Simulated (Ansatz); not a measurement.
## How far is PAW off for MgS?

```
CELL_PARAMETERS angstrom
-0.10407 2.54962 2.54962
2.54962 -0.10407 2.54962
2.54962 2.54962 -0.10407
ATOMIC_POSITIONS crystal
Mg 0.00000 0.00000 0.00000
S 0.50000 0.50000 0.50000
```

Atoms are numbered in the order listed.

The cell is COD entry 9008672, as deposited and not checked against the literature; nothing was relaxed. The listed cell was then made from it by scaling, straining or moving an atom.

Methods: DFT, PBE, PAW with Ansatz's default frozen-core files, scalar-relativistic (Ansatz 0.2.0); DFT, PBE, all-electron PAW with datasets made for the crystal, scalar-relativistic (Ansatz 0.2.0); DFT, PBE, all-electron LAPW, scalar-relativistic (Ansatz 0.2.0).

For PAW: a Γ-centred 8×8×8 k mesh, Fermi–Dirac smearing of 0.01 eV, cutoff 420 eV, no spin polarisation. The crystal-made all-electron datasets (AE datasets) take a cutoff of 200 eV at this cell. LAPW targets a basis error of 0.25 meV/atom. The Ansatz runs share mesh, smearing and spin set-up. Plane-wave (PAW) pressures include the program's estimate of the Pulay term.

Stress and pressure are positive in compression.

The change that made this cell: equal xy, yz and zx engineering shear strains of -4 %.

```csv
quantity,PAW,AE datasets,LAPW
pressure (GPa),1.26,1.25,1.25
stress yz (GPa),2.06,2.06,2.06
stress xz (GPa),2.06,2.06,2.06
stress xy (GPa),2.06,2.06,2.06
band gap (eV),2.387,2.384,2.384
field gradient Vzz at Mg1 (10²¹ V/m²),0.22,0.22,–
field gradient Vzz at S2 (10²¹ V/m²),-2.15,-2.15,–
```
